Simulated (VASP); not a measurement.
VASP 6.6.1 run: Li$_{2}$O

INCAR

```
EDIFF = 1E-7
LCHARG = .FALSE.
NBANDS = 13
SIGMA = 0.02
ISIF = 2
NSW = 0
LWAVE = .FALSE.
LASPH = .TRUE.
ISMEAR = -1
LREAL = .FALSE.
NELM = 96
IBRION = -1
PREC = Accurate
GGA = PE
ENCUT = 520
```

KPOINTS

```
KPOINTS created by Atomic Simulation Environment
0
Gamma
5 5 5
0 0 0
```

POSCAR

```
Li O
 1.0000000000000000
     0.0000000000000000    4.2666000000000004    4.3318399999999997
     4.2666000000000004    0.0000000000000000    4.3318399999999997
     4.2666000000000004    4.2666000000000004    0.0000000000000000
 Li  O
   2   1
Cartesian
  2.1333000000000002  2.1333000000000002  2.1659199999999998
  6.3999000000000015  6.3999000000000015  6.4977600000000004
  0.0000000000000000  0.0000000000000000  0.0000000000000000
```

The recommended PBE PAW datasets give the neutral cell 12 valence electrons.

Command

```
mpirun -np 1 vasp_std
```

OSZICAR

```
N       E                     dE             d eps       ncg     rms          rms(c)
DAV:   1     0.530308812846E+02    0.53031E+02   -0.44568E+03   468   0.716E+02
DAV:   2    -0.297562062009E+01   -0.56007E+02   -0.50760E+02   814   0.152E+02
DAV:   3    -0.111534409338E+02   -0.81778E+01   -0.81126E+01   608   0.568E+01
DAV:   4    -0.125054337461E+02   -0.13520E+01   -0.13508E+01   853   0.154E+01
DAV:   5    -0.125189663466E+02   -0.13533E-01   -0.13532E-01   629   0.226E+00    0.119E+01
DAV:   6    -0.990470538513E+01    0.26143E+01   -0.71476E+01   528   0.236E+01    0.176E+01
DAV:   7    -0.790778146617E+01    0.19969E+01   -0.36168E+01   587   0.153E+01    0.495E+00
DAV:   8    -0.109555396038E+02   -0.30478E+01   -0.48651E+00   473   0.727E+00    0.904E+00
DAV:   9    -0.681323442397E+01    0.41423E+01   -0.11712E+01   625   0.735E+00    0.492E-01
DAV:  10    -0.701913718608E+01   -0.20590E+00   -0.14415E+00   572   0.236E+00    0.297E+00
...
DAV:  15    -0.684957903468E+01   -0.32555E-03   -0.12898E-03   744   0.791E-02    0.147E-01
DAV:  16    -0.684925482062E+01    0.32421E-03   -0.90781E-04   658   0.476E-02    0.597E-02
DAV:  17    -0.684924424338E+01    0.10577E-04   -0.25188E-05   596   0.158E-02    0.484E-02
DAV:  18    -0.684921445157E+01    0.29792E-04   -0.16666E-04   743   0.205E-02    0.104E-02
DAV:  19    -0.684921635309E+01   -0.19015E-05   -0.57428E-06   611   0.115E-02    0.383E-03
DAV:  20    -0.684921676497E+01   -0.41187E-06   -0.26076E-07   668   0.294E-03    0.454E-03
DAV:  21    -0.684921655439E+01    0.21058E-06   -0.32480E-07   424   0.124E-03    0.299E-03
DAV:  22    -0.684921654584E+01    0.85523E-08   -0.18710E-06   577   0.227E-03    0.105E-03
DAV:  23    -0.684921654606E+01   -0.22612E-09   -0.15921E-07   329   0.106E-03
   1 F= -.68492165E+01 E0= -.68483942E+01  d E =-.164461E-02
```

Standard output (part)

```
POSCAR found type information on POSCAR LiO
 POSCAR found :  2 types and       3 ions
 LDA part: xc-table for (Slater+PW92), standard interpolation
 POSCAR, INCAR and KPOINTS ok, starting setup
 WAVECAR not read
 entering main loop
```

It converged. Results: gap between bands v and c on the k mesh 0.00 eV; least direct gap on the k mesh 0.00 eV; pressure -4.5 GPa. Band v is the last that the valence electrons fill when counted band by band, and c is the next.

**Question.** Find the fault in these files.

**Answer.** Cell typed in bohr. On sound settings PBE gives a gap of 5.04 eV on its mesh and a pressure of 5.2 GPa for the intended cell.
